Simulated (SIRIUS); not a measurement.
# WS2 under changes of volume

One of the cells (34.617 Å³/atom); the others are scaled copies at fixed shape and fractional positions:

```
W S
1.0
     3.18321    0.00000    0.00000
    -1.59160    2.75674    0.00000
     0.00000    0.00000   23.66876
W S
2 4
Direct
  0.66667 0.33333 0.36268
  0.33333 0.66667 0.63732
  0.66667 0.33333 0.70318
  0.33333 0.66667 0.42856
  0.66667 0.33333 0.57144
  0.33333 0.66667 0.29682
```

- Program: SIRIUS 7.12.0
- Functional: PBEsol
- Potentials or basis: all-electron FP-LAPW
- Cutoff: 208 eV
- Basis: apw+lo standard
- k mesh: 6 × 6 × 1
- Occupations: fermi-dirac, width 0.05 eV
- Spin: no spin polarisation

```csv
volume (Å³/atom),energy over the lowest point (meV/atom),gap on the mesh (eV)
32.540,18.88,1.53
33.232,5.21,1.51
33.924,0.00,1.48
34.617,?,?
35.309,12.72,1.43
36.001,28.48,1.40
```

Problem. What does the run at 34.617 Å³/atom give?

Solution. Energy over the lowest point 2.84 meV/atom; gap on the mesh 1.45 eV.

Worked out: A Birch-Murnaghan fit of order 3 (a polynomial in V^(-2/3)) to the other rows has its minimum at 34.01 Å³/atom with B0 = V·E''(V) = 87 GPa and B' = 5.0 at fixed shape and positions, which overstates the stiffness. It gives 2.93 meV/atom at 34.617 Å³/atom, against the run's 2.84. A straight line through the other rows of the gap, of slope -1.29 eV per unit of ln V, gives 1.45 eV, against the run's 1.45.

Energies are extrapolated to zero smearing.

Caveats: spin-orbit coupling is left out, which moves the levels of the heavy elements.

A mesh can miss the band edges.
